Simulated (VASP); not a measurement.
The system is Be.

```xyz
1
Lattice="0.0000 1.5791 1.5791 1.5791 0.0000 1.5791 1.5791 1.5791 0.0000" Properties=species:S:1:pos:R:3 pbc="T T T"
Be    0.0000    0.0000    0.0000
```

The cell was built by a generator and needn't be a form met in nature.

Base run:

| Quantity | Value |
| --- | --- |
| Program | VASP 6.6.1 |
| Functional | SCAN |
| Potentials or basis | VASP PAW PBE potentials, release 64 (Be) |
| Cutoff | 520 eV |
| k mesh | 14 × 14 × 14 |
| Occupations | fermi-dirac, width 0.05 eV |
| Spin | no spin polarisation |

Its results: pressure 0.6 GPa.

The run is repeated on the same cell with these changes: functional from SCAN to revPBE. What comes out?

Pressure 2.6 GPa.

Caveats: the PAW data sets were made with another functional, which shifts forces and pressure a little.

Not every run made on this cell is shown here.
